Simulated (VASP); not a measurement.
# SnSe (F-43m) in VASP: notebook

Aim: see how the results for SnSe move with the level of theory and the settings. Levels: HSE06, PBE. Tasks: single point.

Program: VASP 6.6.1. These are calculated values, not measurements. Logs are shortened: lines on timing, memory, paths and dates and some standing lists are left out, and cuts for length are marked.

**1. Starting point**

It takes space group F-43m (No. 216, cubic). Conventional cell: a = 6.728 Å, b = 6.728 Å, c = 6.728 Å, α = 90.00°, β = 90.00°, γ = 90.00°. Sn (site symmetry -43m) has 4 Se at 2.91 Å as nearest neighbours. Around Se (site symmetry -43m) lie 4 Sn at 2.91 Å.

The cell was built by a generator and needn't be a form met in nature.

**2. Single point, HSE06**

POSCAR reads:

```
SnSe
1.0
    0.0000000000      3.3639842986      3.3639842986
    3.3639842986      0.0000000000      3.3639842986
    3.3639842986      3.3639842986      0.0000000000
Sn Se
1 1
Direct
    0.0000000000      0.0000000000      0.0000000000
    0.2500000000      0.2500000000      0.2500000000
```

INCAR.step1 reads:

```
PREC = Accurate
ENCUT = 520
EDIFF = 1E-5
ISMEAR = -1
SIGMA = 0.02
LREAL = False
LASPH = True
NELM = 80
ALGO = Normal
ISIF = 2
LWAVE = True
LCHARG = False
NBANDS = 17
GGA = PE
```

INCAR.step2 reads:

```
PREC = Accurate
ENCUT = 520
EDIFF = 1E-6
ISMEAR = -1
SIGMA = 0.02
LREAL = False
LASPH = True
NELM = 80
ALGO = Normal
ISIF = 2
LWAVE = False
LCHARG = False
GGA = PE
LHFCALC = True
HFSCREEN = 0.2079
PRECFOCK = Normal
NBANDS = 17
ISTART = 1
```

KPOINTS reads:

```
Automatic mesh
0
Gamma
  4 4 4
```

Potentials or basis: VASP PAW PBE potentials, release 64 (Sn_d, Se).

On the command line:

```sh
$ cat potpaw_PBE.64/Sn_d/POTCAR potpaw_PBE.64/Se/POTCAR > POTCAR
$ cp INCAR.step1 INCAR
$ mpirun -np 1 vasp_std > vasp.out
$ cp INCAR.step2 INCAR
$ mpirun -np 1 vasp_std > vasp.out
```

OUTCAR:

```text
PREC = Accurate
   ENCUT = 520
   EDIFF = 1E-6
   ISMEAR = -1
   LREAL = False
   LASPH = True
   NELM = 80
   ISIF = 2
   GGA = PE
   LHFCALC = True
   HFSCREEN = 0.2079
   PRECFOCK = Normal
   ISTART = 1

 ion  position               nearest neighbor table
   1  0.000  0.000  0.000-   2 2.91   2 2.91   2 2.91   2 2.91
   2  0.250  0.250  0.250-   1 2.91   1 2.91   1 2.91   1 2.91

  LATTYP: Found a face centered cubic cell.
 ALAT       =     6.7279685972

  Lattice vectors:

 A1 = (   0.0000000000,   3.3639842986,   3.3639842986)
 A2 = (   3.3639842986,   0.0000000000,   3.3639842986)
 A3 = (   3.3639842986,   3.3639842986,   0.0000000000)

Analysis of symmetry for initial positions (statically):
=====================================================================
 Subroutine PRICEL returns:
 Original cell was already a primitive cell.

 Routine SETGRP: Setting up the symmetry group for a
 face centered cubic supercell.

 Subroutine GETGRP returns: Found 24 space group operations
 (whereof 24 operations were pure point group operations)
 out of a pool of 48 trial point group operations.

The static configuration has the point symmetry T_d .

Analysis of symmetry for dynamics (positions and initial velocities):
=====================================================================
 Subroutine PRICEL returns:
 Original cell was already a primitive cell.

 Routine SETGRP: Setting up the symmetry group for a
 face centered cubic supercell.

 Subroutine GETGRP returns: Found 24 space group operations
 (whereof 24 operations were pure point group operations)
 out of a pool of 48 trial point group operations.

The dynamic configuration has the point symmetry T_d .

 Subroutine INISYM returns: Found 24 space group operations
 (whereof 24 operations are pure point group operations),
 and found     1 'primitive' translations

----------------------------------------------------------------------------------------

                                     Primitive cell

  volume of cell :      76.1363

  direct lattice vectors                    reciprocal lattice vectors
     0.000000000  3.363984299  3.363984299    -0.148633274  0.148633274  0.148633274
     3.363984299  0.000000000  3.363984299     0.148633274 -0.148633274  0.148633274
[... 71 lines left out ...]
   NSW    =      0    number of steps for IOM
   IBRION =     -1    ionic relax: 0-MD 1-quasi-New 2-CG
   NFREE  =      0    steps in history (QN), initial steepest desc. (CG)
   ISIF   =      2    stress and relaxation
   ISYM   =      3    0-nonsym 1-usesym 2-fastsym
   POTIM  = 0.5000    time-step for ionic-motion
   TEBEG  =    0.0;   TEEND  =   0.0 temperature during run
   PSTRESS=    0.0 pullay stress
   NELECT =      20.0000    total number of electrons
   NUPDOWN=      -1.0000    fix difference up-down
   EMIN   =  10.00;   EMAX   =-10.00  energy-range for DOS
   EFERMI =   0.00;   METHOD = LEGACY
   ISMEAR =    -1;   SIGMA  =   0.02  broadening in eV -4-tet -1-fermi 0-gaus
   EFERMI_NEDOS =   21; number of points for ismear=-14 and -15
   IALGO  =     38    algorithm
   IMIX   =      1    mixing-type and parameters
     AMIX     =   0.40;   BMIX     =  1.00
     AMIX_MAG =   1.60;   BMIX_MAG =  1.00
  volume/ion in A,a.u.               =      38.07       256.90
  Fermi-wavevector in a.u.,A,eV,Ry     =   1.048466  1.981313 14.956615  1.099280
  Thomas-Fermi vector in A             =   2.183388
   LORBIT       =      0    0 simple, 1 ext, 2 COOP (PROOUT), +10 PAW based schemes
   GGA     = PE    functional components
   LHFCALC =     T    Hartree Fock is set to
   PRECFOCK=normal    Normal, Fast or Accurate (Low or Medium for compatibility)
   ENCUT4O =  -1.0   cutoff for four orbital integrals eV
   NKREDX  =     1    reduce k-point grid by
   NKREDY  =     1    reduce k-point grid by
   NKREDZ  =     1    reduce k-point grid by
   AEXX    =    0.2500 exact exchange contribution
   HFSCREEN=    0.2079 screening length (either q_TF or 0.3 A-1)
   HFSCREENC=   0.2079 screening length for correlation (either q_TF or 0.3 A-1)
   ENCUTFOCK=  -1.0 apply spherical cutoff to Coloumb kernel
   IVDW    =     0    specifies the selected vdW correction
   LEPSILON=     F    determine dielectric tensor
   LRPA    =     F    only Hartree local field effects (RPA)
 non-spin polarized calculation
  energy-cutoff  :      520.00
  volume of cell :       76.14
 maximum number of plane-waves:      2085
  NGX = 28; NGY = 28; NGZ = 28

 number of electron      20.0000008 magnetization

 Free energy of the ion-electron system (eV)
  ---------------------------------------------------
  ext. energy  EPLUGINS =         0.00000000
  ---------------------------------------------------
  free energy    TOTEN  =        -9.21600311 eV

  energy without entropy =       -9.21598454  energy(sigma->0) =       -9.21599382

 E-fermi :   2.9941     XC(G=0):  -6.5844

 val. band max:        2.8305452723   @ k =  -0.2500   0.5000   0.2500
 cond. band min:       3.1438537656   @ k =   0.5000   0.5000   0.0000
 fundamental gap:      0.3133084933
 Fermi energy:         2.9941337791

 k-point     1 :       0.0000    0.0000    0.0000
  band No.  band energies     occupation
      1     -21.2624      2.00000
      2     -21.2624      2.00000
      3     -21.2624      2.00000
      4     -21.2460      2.00000
      5     -21.2460      2.00000
      6     -11.9099      2.00000
[... 137 lines left out ...]
      4     -21.2472      2.00000
      5     -21.2450      2.00000
      6     -11.1931      2.00000
[... 9 lines left out ...]
     16      12.2375      0.00000
     17      12.5238      0.00000

------------------------ aborting loop because EDIFF is reached ----------------------------------------

  FORCE on cell =-STRESS in cart. coord.  units (eV):
  Direction    XX          YY          ZZ          XY          YZ          ZX
  --------------------------------------------------------------------------------------
  -------------------------------------------------------------------------------------
  Total        0.0343827      0.0343827      0.0343827      0.0000000      0.0000000      0.0000000
  in kB        0.7235334      0.7235334      0.7235334      0.0000000      0.0000000      0.0000000
  external PRESSURE =       0.7235334 kB  Pullay stress =       0.0000000 kB

 VOLUME and BASIS-vectors are now :
 -----------------------------------------------------------------------------
  energy-cutoff  :      520.00
  volume of cell :       76.14
      direct lattice vectors                 reciprocal lattice vectors
     0.000000000  3.363984299  3.363984299    -0.148633274  0.148633274  0.148633274
     3.363984299  0.000000000  3.363984299     0.148633274 -0.148633274  0.148633274
     3.363984299  3.363984299  0.000000000     0.148633274  0.148633274 -0.148633274

 POSITION                                       TOTAL-FORCE (eV/Angst)
 -----------------------------------------------------------------------------------
      0.00000      0.00000      0.00000        -0.000000     -0.000000     -0.000000
      1.68199      1.68199      1.68199         0.000000      0.000000      0.000000
 -----------------------------------------------------------------------------------
    total drift:                               -0.000002     -0.000000     -0.000002

  FREE ENERGIE OF THE ION-ELECTRON SYSTEM (eV)
  ---------------------------------------------------
  free  energy   TOTEN  =        -9.2160031089 eV

  energy  without entropy=       -9.2159845409  energy(sigma->0) =       -9.21599382
```

OUTCAR.step1:

```text
PREC = Accurate
   ENCUT = 520
   EDIFF = 1E-5
   ISMEAR = -1
   LREAL = False
[... 363 lines left out ...]
      0.00000      0.00000      0.00000         0.000000     -0.000000     -0.000000
      1.68199      1.68199      1.68199        -0.000000      0.000000      0.000000
 -----------------------------------------------------------------------------------
    total drift:                               -0.000000     -0.000000     -0.000000

  FREE ENERGIE OF THE ION-ELECTRON SYSTEM (eV)
  ---------------------------------------------------
  free  energy   TOTEN  =        -7.7643328603 eV

  energy  without entropy=       -7.7607531221  energy(sigma->0) =       -7.76254299
```

Run time: 15 min. Hardware: 1 thread of Intel Xeon Platinum 8488C (Sapphire Rapids), shared host; peak memory 0.32 GiB.

What came out:

| Item | Value |
| --- | --- |
| Free energy | -9.2160 eV |
| Pressure | 0.1 GPa |
| Band gap on the k mesh | 0.31 eV, indirect (least direct gap 1.05 eV) |

Caveat: the PAW data sets were made with another functional, which shifts forces and pressure a little; spin-orbit coupling is left out, which moves the levels of the heavy elements. A k mesh can miss the band edges.

**3. Single point, PBE**

INCAR reads:

```
SYSTEM = SnSe
ALGO = Normal ; EDIFF = 1E-6
ENCUT = 520 ; GGA = PE
ISIF = 2 ; ISMEAR = -1
LASPH = .True. ; LCHARG = .False.
LREAL = .False. ; LWAVE = .False.
NBANDS = 17 ; NELM = 60
PREC = Accurate ; SIGMA = 0.02
```

KPOINTS reads:

```
k-points
0
Gamma
  4 4 4
  0 0 0
```

POSCAR is that of step 2.

Potentials or basis: VASP PAW PBE potentials, release 64 (Sn_d, Se).

On the command line:

```sh
$ cat potpaw_PBE.64/Sn_d/POTCAR potpaw_PBE.64/Se/POTCAR > POTCAR
$ mpirun -np 1 vasp_std > vasp.out
```

Wall time 14 s (1 thread of Intel Xeon Platinum 8488C (Sapphire Rapids), shared host); peak memory 0.2 GiB.

Results (log left out):

| Property | Result |
| --- | --- |
| Free energy | -7.7643 eV |
| Pressure | 0.2 GPa |
| Band gap on the k mesh | none (metal or under the smearing width) |

Levels at points of the mesh, in eV from the Fermi level:
```
           k point  band 7  band 8  band 9  band 10  band 11  band 12  band 13  band 14
(0.00, 0.00, 0.00)   -5.35   -2.35   -2.35    -2.35     1.45     1.45     1.45     4.78
(0.50, 0.00, 0.00)   -7.21   -2.86   -2.86    -2.22     2.21     2.21     3.29     6.31
(0.50, 0.50, 0.00)   -7.48   -3.55   -3.55    -0.67    -0.01     4.31     4.31     5.54
```

Caveat: the k mesh is coarse (spacing up to 0.40 Å⁻¹), so the values aren't converged.

**4. Single point, PBE**

INCAR reads:

```
ALGO = Normal ; EDIFF = 1E-6
ENCUT = 520 ; GGA = PE
ISIF = 2 ; ISMEAR = -1
LASPH = True ; LCHARG = True
LELF = True ; LREAL = False
LVHAR = True ; LWAVE = False
NBANDS = 17 ; NELM = 60
PREC = Accurate ; SIGMA = 0.02
```

KPOINTS reads:

```
k-points
0
Gamma
  4 4 4
```

POSCAR is that of step 3.

On the command line:

```sh
$ cat potpaw_PBE.64/Sn_d/POTCAR potpaw_PBE.64/Se/POTCAR > POTCAR
$ mpirun -np 1 vasp_std > vasp.out
```

Wall time 15 s (1 thread of Intel Xeon Platinum 8488C (Sapphire Rapids), shared host); peak memory 0.2 GiB.

The run converged. Its results:

```
Free energy            : -7.7643 eV
Pressure               : 0.2 GPa
Band gap on the k mesh : none (metal or under the smearing width)
```

Levels at points of the mesh, in eV from the Fermi level:
```
           k point  band 8  band 9  band 10  band 11  band 12  band 13
(0.00, 0.00, 0.00)   -2.35   -2.35    -2.35     1.45     1.45     1.45
(0.50, 0.00, 0.00)   -2.86   -2.86    -2.22     2.21     2.21     3.29
(0.50, 0.50, 0.00)   -3.55   -3.55    -0.67    -0.01     4.31     4.31
```

Caveat: the k mesh is coarse (spacing up to 0.40 Å⁻¹), so the values aren't converged.
